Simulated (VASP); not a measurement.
# Pb (Fm-3m) in VASP: further runs

One crystal, Pb, is run at these levels: PBE+rVV10, TPSS+D2; tasks: phonons, band structure.

Program: VASP 6.6.1. These are calculated values, not measurements. Logs are shortened: lines on timing, memory, paths and dates and some standing lists are left out, and cuts for length are marked.

## 1. The structure

Symmetry: Fm-3m, No. 225, cubic system. The conventional cell has a = 4.950 Å, b = 4.950 Å, c = 4.950 Å, α = 90.00°, β = 90.00°, γ = 90.00°. Around Pb (site symmetry m-3m) lie 12 Pb at 3.50 Å.

## 2. Phonons, PBE+rVV10

Contents of POSCAR:

```
Pb
3.5002
    0.000000000000      0.707108165248      0.707108165248
    0.707108165248      0.000000000000      0.707108165248
    0.707108165248      0.707108165248      0.000000000000
Pb
1
Direct
    0.0000000000      0.0000000000      0.0000000000
```

Contents of INCAR.step1:

```
ALGO     = Normal         # electronic algorithm
BPARAM   = 10.0         
CPARAM   = 0.0093       
EDIFF    = 1E-8           # SCF threshold, eV
EDIFFG   = -0.002         # ionic threshold
ENCUT    = 600            # plane-wave cutoff, eV
GGA      = PE             # functional
IBRION   = 2              # ionic algorithm
ISIF     = 3              # what is computed and relaxed
ISMEAR   = 0              # smearing method
IVDW_NL  = 2            
LASPH    = True           # aspherical terms in the spheres
LCHARG   = False          # write CHGCAR
LREAL    = False          # projectors in reciprocal space
LUSE_VDW = True         
LWAVE    = False          # write WAVECAR
NELM     = 80             # most SCF steps
NSW      = 40             # ionic steps
PREC     = Accurate       # precision mode
SIGMA    = 0.01           # smearing width, eV
```

Contents of INCAR.step2:

```
ALGO     = Normal         # electronic algorithm
BPARAM   = 10.0         
CPARAM   = 0.0093       
EDIFF    = 1E-8           # SCF threshold, eV
ENCUT    = 600            # plane-wave cutoff, eV
GGA      = PE             # functional
IBRION   = 6              # ionic algorithm
ISIF     = 2              # what is computed and relaxed
ISMEAR   = 0              # smearing method
IVDW_NL  = 2            
LASPH    = True           # aspherical terms in the spheres
LCHARG   = False          # write CHGCAR
LREAL    = False          # projectors in reciprocal space
LUSE_VDW = True         
LWAVE    = False          # write WAVECAR
NELM     = 80             # most SCF steps
NFREE    = 2            
NSW      = 1              # ionic steps
POTIM    = 0.015          # step
PREC     = Accurate       # precision mode
SIGMA    = 0.01           # smearing width, eV
```

Contents of KPOINTS:

```
k-points
0
Gamma
  7 7 7
```

Potentials or basis: VASP PAW PBE potentials, release 64 (Pb_d).

On the command line:

```console
$ cat potpaw_PBE.64/Pb_d/POTCAR > POTCAR
$ cp INCAR.step1 INCAR
$ mpirun -np 1 vasp_std > vasp.out
$ cp CONTCAR POSCAR
$ cp INCAR.step2 INCAR
$ mpirun -np 1 vasp_std > vasp.out
```

OUTCAR:

```text
BPARAM = 10.0
   EDIFF = 1E-8
   ENCUT = 600
   GGA = PE
   IBRION = 6
   ISIF = 2
   ISMEAR = 0
   IVDW_NL = 2
   LASPH = True
   LREAL = False
   NELM = 80
   NFREE = 2
   NSW = 1
   POTIM = 0.015
   PREC = Accurate

 ion  position               nearest neighbor table
   1  0.000  0.000  0.000-

  LATTYP: Found a face centered cubic cell.
 ALAT       =     5.0133305541

  Lattice vectors:

 A1 = (   0.0000000000,   2.5066652770,   2.5066652770)
 A2 = (   2.5066652770,   0.0000000000,   2.5066652770)
 A3 = (   2.5066652770,   2.5066652770,   0.0000000000)

Analysis of symmetry for initial positions (statically):
=====================================================================
 Subroutine PRICEL returns:
 Original cell was already a primitive cell.

 Routine SETGRP: Setting up the symmetry group for a
 face centered cubic supercell.

 Subroutine GETGRP returns: Found 48 space group operations
 (whereof 48 operations were pure point group operations)
 out of a pool of 48 trial point group operations.

The static configuration has the point symmetry O_h .

Analysis of symmetry for dynamics (positions and initial velocities):
=====================================================================
 Subroutine PRICEL returns:
 Original cell was already a primitive cell.

 Routine SETGRP: Setting up the symmetry group for a
 face centered cubic supercell.

 Subroutine GETGRP returns: Found 48 space group operations
 (whereof 48 operations were pure point group operations)
 out of a pool of 48 trial point group operations.

The dynamic configuration has the point symmetry O_h .

 Subroutine INISYM returns: Found 48 space group operations
 (whereof 48 operations are pure point group operations),
 and found     1 'primitive' translations

----------------------------------------------------------------------------------------

                                     Primitive cell

  volume of cell :      31.5006

  direct lattice vectors                    reciprocal lattice vectors
     0.000000000  2.506665277  2.506665277    -0.199468196  0.199468196  0.199468196
     2.506665277  0.000000000  2.506665277     0.199468196 -0.199468196  0.199468196
     2.506665277  2.506665277  0.000000000     0.199468196  0.199468196 -0.199468196

  length of vectors
     3.544960031  3.544960031  3.544960031     0.345489049  0.345489049  0.345489049

  position of ions in fractional coordinates (direct lattice)
     0.000000000  0.000000000  0.000000000

  ion indices of the primitive-cell ions
   primitive index   ion index
                 1           1

----------------------------------------------------------------------------------------

 KPOINTS: k-points

Automatic generation of k-mesh.
 Grid dimensions read from file:
 generate k-points for:    7    7    7

 Generating k-lattice:

  Cartesian coordinates                     Fractional coordinates (reciprocal lattice)
    -0.028495457  0.028495457  0.028495457     0.142857143  0.000000000  0.000000000
     0.028495457 -0.028495457  0.028495457     0.000000000  0.142857143  0.000000000
     0.028495457  0.028495457 -0.028495457     0.000000000  0.000000000  0.142857143

  Length of vectors
     0.049355578  0.049355578  0.049355578

  Shift w.r.t. Gamma in fractional coordinates (k-lattice)
     0.000000000  0.000000000  0.000000000

 Subroutine IBZKPT returns following result:
 ===========================================

 Found     20 irreducible k-points:

 Following reciprocal coordinates:
            Coordinates               Weight
  0.000000  0.000000  0.000000      1.000000
  0.142857  0.000000  0.000000      8.000000
  0.285714  0.000000  0.000000      8.000000
  0.428571  0.000000  0.000000      8.000000
  0.142857  0.142857  0.000000      6.000000
  0.285714  0.142857  0.000000     24.000000
[... 12 lines left out ...]
 -0.428571  0.428571  0.142857     24.000000
 -0.285714  0.428571  0.142857     24.000000
   k-points           NKPTS =     20   k-points in BZ     NKDIM =     20   number of bands    NBANDS=     11
   number of dos      NEDOS =    301   number of ions     NIONS =      1
   total plane-waves  NPLWV =  21952
   dimension x,y,z NGX =    28 NGY =   28 NGZ =   28
   dimension x,y,z NGXF=    56 NGYF=   56 NGZF=   56
   ions per type =               1
   NGX,Y,Z   is equivalent  to a cutoff of  13.13, 13.13, 13.13 a.u.
   NGXF,Y,Z  is equivalent  to a cutoff of  26.26, 26.26, 26.26 a.u.
 SYSTEM =  unknown system
   PREC   = accura    normal or accurate (medium, high low for compatibility)
   ISTART =      0    job   : 0-new  1-cont  2-samecut
   ICHARG =      2    charge: 1-file 2-atom 10-const
   ISPIN  =      1    spin polarized calculation?
   LNONCOLLINEAR =      F non collinear calculations
   LSORBIT =      F    spin-orbit coupling
   LASPH  =      T    aspherical Exc in radial PAW
   ENCUT  =  600.0 eV  44.10 Ry    6.64 a.u.   7.08  7.08  7.08*2*pi/ulx,y,z
   NELM   =     80;   NELMIN=  2; NELMDL=  0     # of ELM steps
   EDIFF  = 0.1E-07   stopping-criterion for ELM
   LREAL  =      F    real-space projection
   EDIFFG = 0.1E-06   stopping-criterion for IOM
   NSW    =     49    number of steps for IOM
   IBRION =      6    ionic relax: 0-MD 1-quasi-New 2-CG
   NFREE  =      2    steps in history (QN), initial steepest desc. (CG)
   ISIF   =      2    stress and relaxation
   ISYM   =      2    0-nonsym 1-usesym 2-fastsym
   POTIM  = 0.0150    time-step for ionic-motion
   TEBEG  =    0.0;   TEEND  =   0.0 temperature during run
   PSTRESS=    0.0 pullay stress
   NELECT =      14.0000    total number of electrons
   NUPDOWN=      -1.0000    fix difference up-down
   EMIN   =  10.00;   EMAX   =-10.00  energy-range for DOS
   EFERMI =   0.00;   METHOD = LEGACY
   ISMEAR =     0;   SIGMA  =   0.01  broadening in eV -4-tet -1-fermi 0-gaus
   EFERMI_NEDOS =   21; number of points for ismear=-14 and -15
   IALGO  =     38    algorithm
   IMIX   =      4    mixing-type and parameters
     AMIX     =   0.40;   BMIX     =  1.00
     AMIX_MAG =   1.60;   BMIX_MAG =  1.00
  volume/ion in A,a.u.               =      31.50       212.58
  Fermi-wavevector in a.u.,A,eV,Ry     =   1.249332  2.360895 21.236384  1.560830
  Thomas-Fermi vector in A             =   2.383377
   LORBIT       =      0    0 simple, 1 ext, 2 COOP (PROOUT), +10 PAW based schemes
   GGA     = PE    functional components
   LHFCALC =     F    Hartree Fock is set to
   AEXX    =    0.0000 exact exchange contribution
   IVDW_NL    =     2    kernel type
   BPARAM     =10.0000
   IVDW    =     0    specifies the selected vdW correction
   LEPSILON=     F    determine dielectric tensor
   LRPA    =     F    only Hartree local field effects (RPA)
 finite differences with symmetry
 non-spin polarized calculation
 Gauss-broadening in eV      SIGMA  =   0.01
  energy-cutoff  :      600.00
  volume of cell :       31.50
 maximum number of plane-waves:      1067
   NGX = 15   NGY = 15   NGZ = 15

--------------------------------------- Ionic step        1  -------------------------------------------

 number of electron      14.0000002 magnetization

 Free energy of the ion-electron system (eV)
  ---------------------------------------------------
  ext. energy  EPLUGINS =         0.00000000
  ---------------------------------------------------
  free energy    TOTEN  =        -3.10244782 eV

  energy without entropy =       -3.10224412  energy(sigma->0) =       -3.10234597

------------------------ aborting loop because EDIFF is reached ----------------------------------------

  FORCE on cell =-STRESS in cart. coord.  units (eV):
  Direction    XX          YY          ZZ          XY          YZ          ZX
  --------------------------------------------------------------------------------------
  -------------------------------------------------------------------------------------
  Total        0.0006896      0.0006896      0.0006896      0.0000000      0.0000000     -0.0000000
  in kB        0.0350751      0.0350751      0.0350751      0.0000000      0.0000000     -0.0000000
  external PRESSURE =       0.0350751 kB  Pullay stress =       0.0000000 kB
[... 55 lines left out ...]
  energy  without entropy=       -3.1022433048  energy(sigma->0) =       -3.10234515

--------------------------------------- Ionic step        3  -------------------------------------------

 number of electron      14.0000001 magnetization

 Free energy of the ion-electron system (eV)
  ---------------------------------------------------
  ext. energy  EPLUGINS =         0.00000000
  ---------------------------------------------------
  free energy    TOTEN  =        -3.10244701 eV

  energy without entropy =       -3.10224331  energy(sigma->0) =       -3.10234516

 E-fermi :   6.6264     XC(G=0): -10.0446

 val. band max:        6.6182611460   @ k =  -0.4286   0.2857   0.0000
 cond. band min:       7.1372990992   @ k =  -0.4286   0.4286   0.0000
 fundamental gap:      0.5190379532
 Fermi energy:         6.6263953446

 k-point     1 :       0.0000    0.0000    0.0000
  band No.  band energies     occupation
      1     -10.1640      2.00000
      2     -10.1640      2.00000
      3     -10.1640      2.00000
      4     -10.0381      2.00000
      5     -10.0381      2.00000
      6      -4.6637      2.00000
      7      13.9633      0.00000
      8      13.9633      0.00000
      9      13.9633      0.00000
     10      16.5493      0.00000
     11      17.6732      0.00000
[... 292 lines left out ...]
  FREE ENERGIE OF THE ION-ELECTRON SYSTEM (eV)
  ---------------------------------------------------
  free  energy   TOTEN  =        -3.1024470064 eV

  energy  without entropy=       -3.1022433067  energy(sigma->0) =       -3.10234516

 INTERNAL STRAIN TENSORS FROM DISPLACED ATOMS
 ============================================

 INTERNAL STRAIN TENSOR FOR ION    1 for displacements in x,y,z  (eV/Angst):
          X           Y           Z          XY          YZ          ZX
  --------------------------------------------------------------------------------
  x     0.00000     0.00000     0.00000     0.00000     0.00000     0.00000
  y     0.00000     0.00000     0.00000     0.00000     0.00000     0.00000
  z     0.00000     0.00000     0.00000     0.00000     0.00000     0.00000

 Eigenvectors and eigenvalues of the dynamical matrix
 ----------------------------------------------------

   1 f/i=    0.000000 THz     0.000000 2PiTHz    0.000000 cm-1     0.000000 meV
             X         Y         Z           dx          dy          dz
      0.000000  0.000000  0.000000     1.000000    0.000000    0.000000

   2 f/i=    0.000000 THz     0.000000 2PiTHz    0.000000 cm-1     0.000000 meV
             X         Y         Z           dx          dy          dz
      0.000000  0.000000  0.000000     0.000000    1.000000    0.000000

   3 f/i=    0.000000 THz     0.000000 2PiTHz    0.000000 cm-1     0.000000 meV
             X         Y         Z           dx          dy          dz
      0.000000  0.000000  0.000000     0.000000    0.000000    1.000000

 ELASTIC MODULI CONTR FROM IONIC RELAXATION (kBar)
 Direction    XX          YY          ZZ          XY          YZ          ZX
 --------------------------------------------------------------------------------
 XX           0.0000      0.0000      0.0000      0.0000      0.0000      0.0000
 YY           0.0000      0.0000      0.0000      0.0000      0.0000      0.0000
 ZZ           0.0000      0.0000      0.0000      0.0000      0.0000      0.0000
 XY           0.0000      0.0000      0.0000      0.0000      0.0000      0.0000
 YZ           0.0000      0.0000      0.0000      0.0000      0.0000      0.0000
 ZX           0.0000      0.0000      0.0000      0.0000      0.0000      0.0000
 --------------------------------------------------------------------------------
```

Run time: 3.6 min. Hardware: 1 thread of Intel Xeon Platinum 8488C (Sapphire Rapids), shared host; peak memory 0.25 GiB.

Results:

* Relaxed volume: 31.50 Å³/atom
* Relaxed cell: a = 3.545 Å, b = 3.545 Å, c = 3.545 Å, α = 60.00°, β = 60.00°, γ = 60.00°
* Space group after relaxing (to 0.05 Å): Fm-3m (No. 225)

Step by step:
| step | energy change (eV) | largest force (eV/Å) | pressure (GPa) | volume (Å³) |
| --- | --- | --- | --- | --- |
| 1 | 0.0000 | 0.0000 | 1.69 | 30.32 |
| 2 | -0.0056 | 0.0000 | -0.36 | 31.75 |
| 3 | -0.0059 | 0.0000 | 0.02 | 31.48 |
| 4 | -0.0059 | 0.0000 | -0.01 | 31.50 |

Final structure:
```
CELL_PARAMETERS angstrom
0.00000 2.50667 2.50667
2.50667 0.00000 2.50667
2.50667 2.50667 0.00000
ATOMIC_POSITIONS crystal
Pb 0.00000 0.00000 0.00000
```

The run has no spin-orbit coupling, so splittings on Pb are missing.

(Part 1 of 2 ends here.)
